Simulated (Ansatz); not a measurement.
## SnSe

**The experiment.** The Crystallography Open Database holds a cell as deposited of cubic SnSe (space group Fm-3m), temperature not stated (1963): a = 6.020 Å, 27.27 Å³/atom.

Method: PBE, scalar-relativistic; no spin polarisation; PAW, 420 eV, Γ-centred 10×10×10 mesh, 0.05 eV Gaussian smearing; code Ansatz; PAW files: Ansatz's generated set soft_2.

```
Sn Se
1.0
     0.00000    3.03053    3.03053
     3.03053    0.00000    3.03053
     3.03053    3.03053    0.00000
Sn Se
1 1
Direct
  0.00000 0.00000 0.00000
  0.50000 0.50000 0.50000
```

The chain of runs began from a cell as deposited in COD, expanded in volume.

The cell above was scaled in volume, its shape and atoms being fixed by the lattice's symmetry. Energies are counted from the cell above.

The cell is relaxed to zero pressure at this level.

| V (Å³/atom) | ΔE (meV/atom) | P from the stress (GPa) |
| --- | --- | --- |
| 26.720 | 7.25 | 2.16 |
| 27.276 | 1.75 | 1.02 |
| 27.833 | 0.00 | 0.00 |
| 28.390 | 1.63 | -0.92 |
| 28.946 | 6.31 | -1.75 |

Task: Do the energies and the pressures agree? Compare −ΔE/ΔV between neighbouring points (1 meV/Å³ = 0.1602 GPa) with the mean of their pressures.

Result: 
```json
{"interval (Å³/atom)": "26.72 to 27.28", "−ΔE/ΔV (GPa)": "1.6", "mean P (GPa)": "1.6"}
{"interval (Å³/atom)": "27.28 to 27.83", "−ΔE/ΔV (GPa)": "0.5", "mean P (GPa)": "0.5"}
{"interval (Å³/atom)": "27.83 to 28.39", "−ΔE/ΔV (GPa)": "-0.5", "mean P (GPa)": "-0.5"}
{"interval (Å³/atom)": "28.39 to 28.95", "−ΔE/ΔV (GPa)": "-1.3", "mean P (GPa)": "-1.3"}
```
They differ by 0.01 GPa at most.

Task: What do the two routes give for V0, B0 and B0′?

Result: A third-order Birch–Murnaghan fit of the energies: V0 = 27.83 Å³/atom, B0 = 49 GPa, B0′ = 4.3. A polynomial of P in ln V, with B = −dP/d ln V at P = 0: V0 = 27.83 Å³/atom, B0 = 49 GPa, B0′ = 4.3.

B0·V0 = 48.6 GPa × 27.83 Å³ = 8.44 eV/atom sets the scale: near the minimum ΔE ≈ ½ B0 V0 x², with x = V/V0 − 1, and a pressure of 0.5 GPa squeezes the volume by about 1 %. At the ends of the curve: x = −4.0 % predicts 6.7 meV/atom and the run gives 7.3; x = +4.0 % predicts 6.8 meV/atom and the run gives 6.3. The lopsidedness is anharmonic: atoms resist being pushed together more than being pulled apart.

**Against experiment.** PBE gives 6.061 Å and 27.83 Å³/atom, +2.1 % in volume (+0.7 % in length) from the database's cell. PBE usually overestimates volumes by a few per cent. The static lattice also lacks zero-point motion and thermal expansion, roughly 0.9 to 2.3 % in volume at 300 K (room temperature assumed) by Grüneisen's rule, γ·3k_BT/(B0·V0) with γ of 1 to 2.5, so its own overestimate is larger than the figure.
